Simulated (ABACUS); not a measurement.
The system is LiH.

```
Li H
1.0
     0.00000    2.03675    2.03675
     2.03675    0.00000    2.03675
     2.03675    2.03675    0.00000
Li H
1 1
Cartesian
  0.0000 0.0000 0.0000
  2.0368 2.0368 2.0368
```

- Program: ABACUS 3.10.1
- Task: single point
- Functional: PBE
- Potentials or basis: PseudoDojo NC SR 0.4.1 PBE standard
- Cutoff: 1361 eV
- Density cutoff: 5442 eV
- Basis: DZP LCAO (the cutoffs set its grid)
- k mesh: 11 × 11 × 11
- Occupations: fermi-dirac, width 0.05 eV
- Spin: no spin polarisation

On this cell: pressure -1.7 GPa; largest force zero by symmetry; band gap on the k mesh 3.18 eV, direct.

The same run follows on a disturbed copy (atoms moved at random, drawn with an rms of 0.05 Å):

```
Li H
1.0
     0.00000    2.03675    2.03675
     2.03675    0.00000    2.03675
     2.03675    2.03675    0.00000
Li H
1 1
Direct
  0.01223 0.99611 0.00039
  0.49669 0.49811 0.50465
```

Question: What does the disturbed cell give?

Answer: The energy moves by +0.4 meV/atom; pressure -1.7 GPa; largest force 0.040 eV/Å; band gap on the k mesh 3.18 eV, direct.

Forces in eV/Å, atoms in the order of the input:
```
Li   0.013 -0.024 -0.029
H   -0.013  0.024  0.029
```

Caveats: the atomic orbitals were generated for these runs and aren't a published set; an odd mesh through Γ misses points on the zone boundary, where band edges often lie; the basis of atomic orbitals isn't converged, which shifts pressures, moduli and gaps.
